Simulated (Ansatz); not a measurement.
BN: the change of pressure and energy less free atoms with volume scale

Results calculated with Ansatz 0.2.0, not measured. Periodic Kohn-Sham DFT of a crystal at fixed atoms, scaled to volume_scale times the given cell; pressure positive in compression, energy less spherical unpolarised free atoms, largest_vzz the field gradient of largest size among the nuclei.

The cell before it is scaled or strained (space group F-43m, No. 216):
```
CELL_PARAMETERS angstrom
0.00000 1.80750 1.80750
1.80750 0.00000 1.80750
1.80750 1.80750 0.00000
ATOMIC_POSITIONS crystal
B 0.00000 0.00000 0.00000
N 0.75000 0.75000 0.75000
```

Settings of every row: method all-electron LAPW; functional PBE; relativity scalar; k mesh 11x11x11; filling fermi-dirac; smearing width 0.02 eV; basis error target 0.5 meV/atom; nucleus gaussian.

Atom start moment: 0 on all atoms.

| row | volume scale | V (Å³/atom) | pressure (GPa) | energy less free atoms (eV/atom) |
| --- | --- | --- | --- | --- |
| 1 | 0.95 | 5.61 | 24.593 | -8.7053 |
| 2 | 0.975 | 5.758 | 13.18 | -8.7226 |
| 3 | 1 | 5.905 | 3.024 | -8.73 |
| 4 | 1.025 | 6.053 | ? | ? |
| 5 | 1.05 | 6.2 | -14.068 | -8.7192 |

Question: what pressure and energy less free atoms should row 4 give?

Worked fit of pressure. Take u = (V_r/V)^(2/3) − 1 with V_r = 5.8315 Å³ an atom, which is twice the finite (Eulerian) strain; such expansions in the strain, on which the Birch-Murnaghan equation of state is built, carry the rest volume and the bulk modulus. The shown rows have u = 0.02615, 0.00849, -0.00832, -0.04003. Least squares give pressure = 7.9573 + 602.35 × u + 1300.98 × u² GPa; a straight line predicts inner rows, each left out in turn, worse (root mean square 0.89 against 0.03 GPa). The rows lie off it by -0.005, 0.015, -0.012, 0.002 (root mean square 0.01 GPa). The pressure vanishes at u = -0.0136, or V = 5.953 Å³ an atom, and there the bulk modulus at fixed shape and fractions is B = −V dP/dV = (2/3)(1 + u) dP/du = 373 GPa. The withheld row has u = -0.02455, so the fit gives 7.9573 + 602.35 × (-0.02455) + 1300.98 × (-0.02455)² = -6.046 GPa.

The calculation gave -6.017 GPa. The fit lies 0.029 GPa (0.075 % of the column's range) below it; its largest miss of a shown row is 0.015 GPa.

Worked fit of energy less free atoms. Take u = (V_r/V)^(2/3) − 1 with V_r = 5.8315 Å³ an atom, which is twice the finite (Eulerian) strain; such expansions in the strain, on which the Birch-Murnaghan equation of state is built, carry the rest volume and the bulk modulus. The shown rows have u = 0.02615, 0.00849, -0.00832, -0.04003. Least squares give energy less free atoms = −8.72747 + 0.4317 × u + 15.939 × u² eV/atom; a straight line predicts inner rows, each left out in turn, worse (root mean square 0.011 against 0.00011 eV/atom). The rows lie off it by 0.0000, 0.0001, 0.0000, 0.0000. Its lowest point lies at u = -0.0135, or V = 5.952 Å³ an atom, and the curvature there gives the bulk modulus at fixed shape and fractions, B = (4/9)(1 + u)² E″(u)/V = 371 GPa. The withheld row has u = -0.02455, so the fit gives −8.72747 + 0.4317 × (-0.02455) + 15.939 × (-0.02455)² = -8.7285 eV/atom.

The calculation gave -8.7285 eV/atom. The fit meets it to the printed digit.
